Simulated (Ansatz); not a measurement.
Mg started at a second open point in rocksalt MgO, 65 atoms, charge +2

The calculation used Ansatz, DFT, HSE06, PAW, plane waves.

The input as it was run:

```yaml
crystal:
  lattice:
    - [8.428808, 0.000000, 0.000000]
    - [0.000000, 8.428808, 0.000000]
    - [0.000000, 0.000000, 8.428808]
  atoms:
    - { symbol: O, position: [0.248952, 0.001195, 0.000924] }
    - { symbol: O, position: [0.251116, 0.995075, 0.501722] }
    - { symbol: O, position: [0.251166, 0.501912, 0.995027] }
    - { symbol: O, position: [0.251129, 0.501809, 0.501236] }
    - { symbol: O, position: [0.749961, 0.000681, 0.000441] }
    - { symbol: O, position: [0.750483, 0.001194, 0.499469] }
    - { symbol: O, position: [0.750458, 0.499670, 0.000935] }
    - { symbol: O, position: [0.744285, 0.501880, 0.501717] }
    - { symbol: O, position: [0.998211, 0.248926, 0.995003] }
    - { symbol: O, position: [0.998539, 0.249359, 0.501195] }
    - { symbol: O, position: [0.000438, 0.749659, 0.000932] }
    - { symbol: O, position: [0.998212, 0.755680, 0.501751] }
    - { symbol: O, position: [0.498951, 0.251160, 0.000930] }
    - { symbol: O, position: [0.504998, 0.248949, 0.501766] }
    - { symbol: O, position: [0.499470, 0.750181, 0.000482] }
    - { symbol: O, position: [0.499006, 0.749745, 0.499463] }
    - { symbol: O, position: [0.998167, 0.995055, 0.248708] }
    - { symbol: O, position: [0.000447, 0.001207, 0.749449] }
    - { symbol: O, position: [0.998333, 0.501703, 0.249163] }
    - { symbol: O, position: [0.998288, 0.501901, 0.755463] }
    - { symbol: O, position: [0.498983, 0.001200, 0.250944] }
    - { symbol: O, position: [0.499446, 0.000710, 0.749939] }
    - { symbol: O, position: [0.505112, 0.501937, 0.248708] }
    - { symbol: O, position: [0.498952, 0.499691, 0.749507] }
    - { symbol: O, position: [0.250985, 0.249069, 0.249078] }
    - { symbol: O, position: [0.251134, 0.249030, 0.755493] }
    - { symbol: O, position: [0.251199, 0.755876, 0.248744] }
    - { symbol: O, position: [0.249001, 0.749690, 0.749491] }
    - { symbol: O, position: [0.744309, 0.248911, 0.248724] }
    - { symbol: O, position: [0.750493, 0.251160, 0.749449] }
    - { symbol: O, position: [0.750451, 0.749703, 0.250937] }
    - { symbol: O, position: [0.749969, 0.750170, 0.749967] }
    - { symbol: Mg, position: [0.999090, 0.994768, 0.994546] }
    - { symbol: Mg, position: [0.998752, 0.998736, 0.501159] }
    - { symbol: Mg, position: [0.998768, 0.501346, 0.998616] }
    - { symbol: Mg, position: [0.968974, 0.530921, 0.530728] }
    - { symbol: Mg, position: [0.499984, 0.000177, 0.999926] }
    - { symbol: Mg, position: [0.505403, 0.994766, 0.500818] }
    - { symbol: Mg, position: [0.505381, 0.500998, 0.994552] }
    - { symbol: Mg, position: [0.501356, 0.501408, 0.501195] }
    - { symbol: Mg, position: [0.250622, 0.249490, 0.998637] }
    - { symbol: Mg, position: [0.280310, 0.219724, 0.530823] }
    - { symbol: Mg, position: [0.250290, 0.756134, 0.994521] }
    - { symbol: Mg, position: [0.250656, 0.752120, 0.501207] }
    - { symbol: Mg, position: [0.744022, 0.249817, 0.994520] }
    - { symbol: Mg, position: [0.748014, 0.249487, 0.501150] }
    - { symbol: Mg, position: [0.749451, 0.750678, 0.999905] }
    - { symbol: Mg, position: [0.744047, 0.756103, 0.500840] }
    - { symbol: Mg, position: [0.250633, 0.998784, 0.249232] }
    - { symbol: Mg, position: [0.250266, 0.994785, 0.755913] }
    - { symbol: Mg, position: [0.280547, 0.531339, 0.219690] }
    - { symbol: Mg, position: [0.250656, 0.501396, 0.751859] }
    - { symbol: Mg, position: [0.744007, 0.994717, 0.249587] }
    - { symbol: Mg, position: [0.749455, 0.000167, 0.750478] }
    - { symbol: Mg, position: [0.748035, 0.501379, 0.249244] }
    - { symbol: Mg, position: [0.744028, 0.501019, 0.755888] }
    - { symbol: Mg, position: [0.968971, 0.219726, 0.219772] }
    - { symbol: Mg, position: [0.998785, 0.249518, 0.751833] }
    - { symbol: Mg, position: [0.998734, 0.752047, 0.249279] }
    - { symbol: Mg, position: [0.999130, 0.756060, 0.755871] }
    - { symbol: Mg, position: [0.501330, 0.249496, 0.249284] }
    - { symbol: Mg, position: [0.505381, 0.249855, 0.755886] }
    - { symbol: Mg, position: [0.505487, 0.756203, 0.249627] }
    - { symbol: Mg, position: [0.499988, 0.750712, 0.750501] }
    - { symbol: Mg, position: [0.124901, 0.375576, 0.375027] }
  symmetry: { detect: false }
kpoints:
  mp_grid: { grid: [1, 1, 1], shift: [0.25, 0.25, 0.25] }
hamiltonian:
  xc: hse06
total_charge: 2
scf:
  occupations: { method: fermi_dirac, width: 0.01 }
output:
  forces: true
  eigenvalues: true
  populations: true
  charged_corrections: { epsilon: 9.8 }
  eigenstates: { kpoints: [[0.25, 0.25, 0.25]], e_range: [-6.0, 6.0], localisation: true }
```

Launch command:

```sh
ansatz run in.yaml --threads 8 --pin off --max-ram 13300MiB --runs-dir r --events-out ev --progress --plain
```

The program printed, less machine lines and repeats, with […] for rows cut from tables:

```
Pseudopotentials: kind: paw
Functional definition: HSE06
  parameter a = 0.25
  parameter omega = 0.11/bohr
  exchange = pbe_x - a*pbe_x_sr(omega) + a*exact_x_sr(omega)
  correlation = pbe_c
Crystal: 65 atoms, lattice volume = 598.823 Å³
Basis set: ecut = 420 eV, 11753 PW (Γ), exchange–correlation on 120×120×120 points (8 copies of the dense FFT grid, shifted against one another)
Bands: 325, of which v1, the nominal top of the filled ones, is band 260 counted from 1 (259 counted from 0)
Symmetry: 1 space group operations
k-points: 1
Non-local potential: O, projectors of the file, l = 0: 2, l = 1: 2, l = 2: 1
Non-local potential: Mg, projectors of the file, l = 0: 3, l = 1: 2, l = 2: 1
PAW form: soft (Blöchl's): semilocal exchange-correlation on the pseudo side does not see the compensation charge
PAW frozen core: O, regenerated for the run's functional, and the local potential with it (the file was generated under x = pbe(κ = 0.804, μ = 0.2195149727645171), c = pbe(β = 0.06672455060314922))
PAW frozen core: Mg, regenerated for the run's functional, and the local potential with it (the file was generated under x = pbe(κ = 0.804, μ = 0.2195149727645171), c = pbe(β = 0.06672455060314922))
PAW one-centre angular grid: O, 110 points (default); XC on 96 Gauss nodes
PAW one-centre angular grid: Mg, 110 points (default); XC on 96 Gauss nodes
Initial density: superposition of atomic densities (neutral atoms scaled as one to the charged cell's electrons: chi_scale 0, normalization atom), corrected by the library's trained network
Initial wavefunctions: pseudopotential atomic-orbital guess
Functional: x = pbe(κ = 0.804, μ = 0.2195149727645171), c = pbe(β = 0.06672455060314922), warm-up for x = pbe(κ = 0.804, μ = 0.2195149727645171) + 0.25 (exact − pbe) at short range (hse, ω = 0.20786987370883472 Å⁻¹), c = pbe(β = 0.06672455060314922); HSE06 as pw.x's `hse` composes it (authors' and Libxc's form: `xc: wpbeh`)
SCF iter   1: F=—  HF=-81752.183674 eV  |F-HF|=—  |Δ(HF+E_count)|=         —  Δρ=1.15e-2  dr2=5.50e-1  ethr=1.77e-3  ⟨swp⟩=20.0  Hψ=1512  notcnv=0
preconditioner: auto → none  [insulator: Δε(μ)=5.603 eV  Ē_g=15.843 eV  σ=0.010 eV  W_gap=1.00  n_scr=178 (ndim 8)  ℏωp=24.3 eV  f_vac=0.000  D(μ)=0.00/eV (n_scr^D=0)]
SCF iter   2: F=—  HF=-81751.983859 eV  |F-HF|=—  |Δ(HF+E_count)|=   2.00e-1  Δρ=4.06e-3  dr2=8.46e-2  ethr=1.06e-4  ⟨swp⟩=6.0  Hψ=835  notcnv=0
iter 3 solved again at ethr=5.08e-7 eV; its pass at ethr=1.63e-5 eV (dr2=2.64e-3 eV) is discarded
SCF iter   3: F=-81751.964010 eV  HF=-81751.964879 eV  |F-HF|=8.69e-4  |Δ(HF+E_count)|=   1.90e-2  Δρ=6.01e-4  dr2=2.54e-3  ethr=5.08e-7  ⟨swp⟩=9.0  Hψ=1699  notcnv=0  defer=1
SCF 1 stopped early in 3 iterations: F = -81751.964010 eV  dr2 = 2.54e-3
  greatest PAW one-centre occupation: 1.000 electrons in one spin orbital (limit 2), on the Mg atom at site 64 (counted from 0), in its partial waves of l = 1
Initial density: handed on by an earlier stage of this run
Initial wavefunctions: those handed on with the density
Functional: x = pbe(κ = 0.804, μ = 0.2195149727645171) + 0.25 (exact − pbe) at short range (hse, ω = 0.20786987370883472 Å⁻¹), c = pbe(β = 0.06672455060314922); HSE06 as pw.x's `hse` composes it (authors' and Libxc's form: `xc: wpbeh`)
Exchange kernel: α = 0.2500, screened, ω = 0.2079 Å⁻¹, Wigner–Seitz truncation, v(0) = 811.1727 eV·Å³, q-mesh 1×1×1, nearest image of the exchange supercell L = 8.43 Å, pair-density grid 45×45×45, without the augmentation charges, whose exchange is taken in its separable form (sized by the pseudopotential files, 60×60×60 at the most), smooth part of the exchange summed in real space on grids 42×48
Frozen-core exchange: fock
SCF iter   1: F=—  HF=-81759.246987 eV  |F-HF|=—  |Δ(HF+E_count)|=         —  Δρ=8.10e-3  dr2=2.17e-1  ethr=4.88e-6  ⟨swp⟩=6.0  Hψ=1375  notcnv=0
preconditioner: auto → none  [insulator: Δε(μ)=7.274 eV  Ē_g=18.280 eV  σ=0.010 eV  W_gap=1.00  n_scr=178 (ndim 8)  ℏωp=24.3 eV  f_vac=0.000  D(μ)=0.00/eV (n_scr^D=0)]
SCF iter   2: F=—  HF=-81759.173813 eV  |F-HF|=—  |Δ(HF+E_count)|=   7.32e-2  Δρ=3.83e-3  dr2=4.18e-2  ethr=4.88e-6  ⟨swp⟩=4.0  Hψ=993  notcnv=0
SCF iter   3: F=—  HF=-81759.280990 eV  |F-HF|=—  |Δ(HF+E_count)|=   1.07e-1  Δρ=1.78e-3  dr2=2.07e-2  ethr=4.88e-6  ⟨swp⟩=8.0  Hψ=940  notcnv=0  defer=14
SCF iter   4: F=—  HF=-81759.276295 eV  |F-HF|=—  |Δ(HF+E_count)|=   4.70e-3  Δρ=9.38e-4  dr2=4.91e-3  ethr=3.90e-6  ⟨swp⟩=5.0  Hψ=849  notcnv=0
SCF iter   5: F=—  HF=-81759.274973 eV  |F-HF|=—  |Δ(HF+E_count)|=   1.32e-3  Δρ=1.78e-4  dr2=2.46e-4  ethr=8.57e-7  ⟨swp⟩=3.0  Hψ=732  notcnv=0
SCF iter   6: F=—  HF=-81759.275754 eV  |F-HF|=—  |Δ(HF+E_count)|=   7.81e-4  Δρ=1.03e-4  dr2=6.82e-5  ethr=2.81e-8  ⟨swp⟩=8.0  Hψ=923  notcnv=0  defer=1
SCF iter   7: F=-81759.275556 eV  HF=-81759.275745 eV  |F-HF|=1.89e-4  |Δ(HF+E_count)|=   9.11e-6  Δρ=2.29e-5  dr2=7.78e-6  ethr=1.20e-8  ⟨swp⟩=4.0  Hψ=682  notcnv=0
SCF 2 stopped early in 7 iterations: F = -81759.275556 eV  dr2 = 7.78e-6
  Residual-converged pass: ⟨swp⟩=4.0  Hψ=924  notcnv=0  max |occ|·‖R‖ = 4.5e-6 eV (tolerance 6.7e-6 eV)  dr2=7.72e-6  dr2_onsite=4.35e-7  max |Δocc| = 0.0e0
  greatest PAW one-centre occupation: 1.001 electrons in one spin orbital (limit 2), on the Mg atom at site 64 (counted from 0), in its partial waves of l = 1
hybrid outer 1: dexx = +1.155e-1 eV, tail = 5.72e-4 eV
SCF iter   1: F=—  HF=-81759.273660 eV  |F-HF|=—  |Δ(HF+E_count)|=         —  Δρ=5.95e-5  dr2=1.48e-5  ethr=5.50e-7  ⟨swp⟩=11.0  Hψ=772  notcnv=0
preconditioner: auto → none  [insulator: Δε(μ)=7.267 eV  Ē_g=18.273 eV  σ=0.010 eV  W_gap=1.00  n_scr=178 (ndim 8)  ℏωp=24.3 eV  f_vac=0.000  D(μ)=0.00/eV (n_scr^D=0)]
SCF iter   2: F=—  HF=-81759.273660 eV  |F-HF|=—  |Δ(HF+E_count)|=   1.57e-7  Δρ=2.02e-5  dr2=8.48e-7  ethr=2.74e-9  ⟨swp⟩=4.0  Hψ=937  notcnv=0
SCF iter   3: F=-81759.273662 eV  HF=-81759.273662 eV  |F-HF|=2.94e-8  |Δ(HF+E_count)|=   2.19e-6  Δρ=6.71e-6  dr2=7.14e-8  ethr=1.10e-10  ⟨swp⟩=7.0  Hψ=1012  notcnv=0  defer=3
SCF 3 converged in 3 iterations: F = -81759.273662 eV  dr2 = 7.14e-8
  Residual-converged pass: ⟨swp⟩=3.0  Hψ=602  notcnv=0  max |occ|·‖R‖ = 2.3e-6 eV (tolerance 2.5e-6 eV)  dr2=7.14e-8  dr2_onsite=2.92e-8  max |Δocc| = 0.0e0
hybrid outer 2: dexx = +1.777e-6 eV, tail = 2.80e-7 eV, Δε = 1.95e-3 eV (about 8.42e-5 eV left of the loop's levels), ΔF = 2.83e-3 eV/Å (tail 3.27e-4)
NSCF: frozen V_eff on 1 k-points
hybrid SCF converged: 2 outer / 10 inner (+3 warm-up), last move |dexx| = 1.78e-6 eV, tail = 2.80e-7 eV
Stability not checked: this state was not tested for a lower state beside it, because the functional holds exact exchange (a hybrid, or Hartree-Fock), whose exchange loop this test does not read (fock_operator; see scf.lower_state_search)
Free energy (F): -81759.273662 eV
Harris-Foulkes:  -81759.273662 eV  (|F-HF|=2.94e-8)
Internal energy: -81759.273662 eV  (E = F + TS)
E sigma→0 (E₀):  -81759.273662 eV
Fermi energy:    10.643306 eV
--- Per-component energies (eV) ---
  E_band       = -11100.833552
  E_kinetic    = 8291.162139
  E_local      = -52531.326364  (includes V_loc(G=0)·N_el)
  E_nonlocal   = 4607.953024
  E_hartree    = 18236.635058
  E_xc         = -2731.232926
  E_vxc        = -3468.029457  (∫ρ·V_xc dr)
  E_exx        = -2337.783948  (= α·E_x^exact, valence–valence)
  E_paw        = -13010.594926  (= ΣΔE_a)
  E_vpaw       = 201.612771  (= ΣTr[D̂ρ^β])
  E_aug_tail   = 0.079701  (compensation charges beyond the density's cutoff)
  E_ewald      = -42282.161231
  E_core_change = -2.004193  (= ΣΔE_core)
  E_smearing   = -0.000000  (= −TS)
  E_closure    = 0.000003  (closes the sum)
  E_deformation_potential = 37.457532  (in the stress; not in F)
  Σ components = -81759.273662   (vs F -81759.273662, Δ=-1.46e-11)
--- Forces (eV/Å), atoms counted from 1 ---
  atom   1  O     -0.00180190    -0.01907086    -0.01706118
  atom   2  O      0.01327909     0.07931475     0.01027817
  atom   3  O      0.01070903     0.01118198     0.07594876
  atom   4  O     -0.07326855    -0.07192010    -0.06291226
  atom   5  O      0.00452272     0.00471372     0.00515780
  atom   6  O     -0.01872617    -0.01894726    -0.00159573
  atom   7  O     -0.01727316    -0.00173808    -0.01819460
  atom   8  O      0.08130069     0.01207868     0.01070960
  atom   9  O     -0.01147119    -0.00924914     0.08088651
  atom  10  O      0.07550369     0.07256774    -0.06868052
  atom  11  O      0.00206706     0.01949956    -0.01693092
  atom  12  O     -0.01112333    -0.07991637     0.01005049
  atom  13  O      0.01833488     0.00187563    -0.01727446
  atom  14  O     -0.08026865    -0.01135303     0.00890573
  atom  15  O     -0.00543973    -0.00342504     0.00402819
  atom  16  O      0.01717425     0.01683875    -0.00163241
  atom  17  O     -0.00995462     0.08103404    -0.00938298
  atom  18  O      0.00085715    -0.01900236     0.01905913
  atom  19  O      0.07903944    -0.07253790     0.06643530
  atom  20  O     -0.01272788     0.01084148    -0.07818923
  atom  21  O      0.01760066    -0.01976191     0.00155572
  atom  22  O     -0.00365828     0.00350241    -0.00167466
  atom  23  O     -0.08210185     0.01268491    -0.00928598
  atom  24  O      0.01754293    -0.00186464     0.01747099
  atom  25  O     -0.07291616     0.07803058     0.07027123
  atom  26  O      0.01352639    -0.01282429    -0.07772754
  atom  27  O      0.01227576    -0.08177097    -0.01177901
  atom  28  O     -0.00477506     0.01742335     0.01816659
  atom  29  O      0.08177979    -0.01024868    -0.01106209
  atom  30  O     -0.01883393     0.00240844     0.01906172
  atom  31  O     -0.01774919     0.01774873     0.00186272
  atom  32  O      0.00364270    -0.00336734    -0.00389001
  atom  33  Mg     0.00401163    -0.01848243    -0.01843071
  atom  34  Mg    -0.01599124    -0.02477362     0.01474599
  atom  35  Mg    -0.01606972     0.01567404    -0.02737712
  atom  36  Mg    -0.01842155     0.02816786     0.02585715
  atom  37  Mg    -0.00257862     0.00119494     0.00098356
  atom  38  Mg     0.01639631    -0.01687956    -0.00404764
  atom  39  Mg     0.01819353    -0.00288175    -0.01834319
  atom  40  Mg     0.02783000     0.01530294     0.01458504
  atom  41  Mg     0.01614822    -0.01487477    -0.02886621
  atom  42  Mg     0.02217705    -0.01683153     0.02149226
  atom  43  Mg    -0.00373388     0.01726262    -0.01631596
  atom  44  Mg     0.01615235     0.02630618     0.01380181
  atom  45  Mg    -0.01610778     0.00443282    -0.01570929
  atom  46  Mg    -0.02622438    -0.01651534     0.01535779
  atom  47  Mg     0.00098756    -0.00088769     0.00241276
  atom  48  Mg    -0.01711040     0.01755043    -0.00500248
  atom  49  Mg     0.01677420    -0.02625290    -0.01336119
  atom  50  Mg    -0.00194741    -0.01832279     0.01589987
  atom  51  Mg     0.02373899     0.02106141    -0.02640592
  atom  52  Mg     0.01602866     0.01527645     0.02661610
  atom  53  Mg    -0.01760632    -0.01598924     0.00490752
  atom  54  Mg     0.00064117     0.00107832    -0.00200174
  atom  55  Mg    -0.02677108     0.01510177    -0.01475287
  atom  56  Mg    -0.01662010    -0.00386488     0.01754903
  atom  57  Mg    -0.02579217    -0.02498310    -0.03122406
  atom  58  Mg    -0.01648598    -0.01613218     0.02771193
  atom  59  Mg    -0.01558372     0.02824114    -0.01520251
  atom  60  Mg     0.00369030     0.01811292     0.01636016
  atom  61  Mg     0.02689749    -0.01757988    -0.01618605
  atom  62  Mg     0.01667849     0.00383622     0.01723776
  atom  63  Mg     0.01530341     0.01714689     0.00456898
  atom  64  Mg    -0.00061461     0.00023134    -0.00109773
  atom  65  Mg    -0.01100990    -0.01534349     0.00172041
  max |Σ_I F_I| component: 1.30e-4 eV/Å
--- Charged-cell corrections in eV (Makov–Payne, q = +2.000 e, ε = 9.800) ---
  F (periodic)     = -81759.273662  (uncorrected; the corrections below are reported, never added to it)
  E_corr1          = +0.989224  (monopole, q²α_M/2εL)
  F Makov-Payne    = -81758.284439  (F + E_corr1; no measured alignment; for a localised charge, not one spread in a band: unchecked)
--- Band table (eV) ---
  k-point 0: bands = ["-70.3254", "-70.1769", "-70.1731", "-70.1726", "-70.1650", "-69.3304", "-69.3287", "-69.3278", "-69.3272", "-69.3267", "-69.3259", "-69.3252", "-69.3243", "-69.3239", "-69.3232", "-69.3228", "-69.3223", "-69.3141", "-69.3135", "-69.3133", "-69.3109", "-69.3103", "-69.3101", "-69.3094", "-69.3091", "-69.3090", "-69.3087", "-69.3085", "-69.3084", "-69.2186", "-69.2159", "-69.2 …
--- Löwdin populations: 65 sites ---
  site symbol       q [e]
     0      O      7.4116
     1      O      7.4123
     2      O      7.4122
     3      O      7.3954
     4      O      7.4060
     5      O      7.4115
     6      O      7.4116
     7      O      7.4124
     8      O      7.4122
     9      O      7.3958
    10      O      7.4117
    11      O      7.4125
    12      O      7.4117
    13      O      7.4125
    14      O      7.4063
    15      O      7.4116
    16      O      7.4124
    17      O      7.4116
    18      O      7.3960
    19      O      7.4124
    20      O      7.4117
    21      O      7.4063
    22      O      7.4125
    23      O      7.4116
    24      O      7.3960
    25      O      7.4124
    26      O      7.4125
    27      O      7.4116
    28      O      7.4124
    29      O      7.4117
    30      O      7.4117
    31      O      7.4064
    32     Mg      8.4382
    33     Mg      8.4303
    34     Mg      8.4303
    35     Mg      8.4430
    36     Mg      8.4373
    37     Mg      8.4385
    38     Mg      8.4385
    39     Mg      8.4301
    40     Mg      8.4303
    41     Mg      8.4430
    42     Mg      8.4385
    43     Mg      8.4301
    44     Mg      8.4382
    45     Mg      8.4302
    46     Mg      8.4373
    47     Mg      8.4385
    48     Mg      8.4302
    49     Mg      8.4385
    50     Mg      8.4430
    51     Mg      8.4302
    52     Mg      8.4382
    53     Mg      8.4373
    54     Mg      8.4302
    55     Mg      8.4385
    56     Mg      8.4426
    57     Mg      8.4304
    58     Mg      8.4303
    59     Mg      8.4382
    60     Mg      8.4303
    61     Mg      8.4382
    62     Mg      8.4382
    63     Mg      8.4373
    64     Mg      8.4470
  spilling = 0.008678 (of n_electrons = 520.000000)
```

Absolute energies hang on the potentials; compare differences alone.

The atoms are those of an earlier PBEsol relaxation. One k point and one spin start were run, so the state needn't be the lowest, and an added charge can sit in a band of the host.

Time: 3.5 min of wall time on 8 threads of a Neoverse-V1 processor, on a host shared with other runs; peak host memory 3.8 GiB.
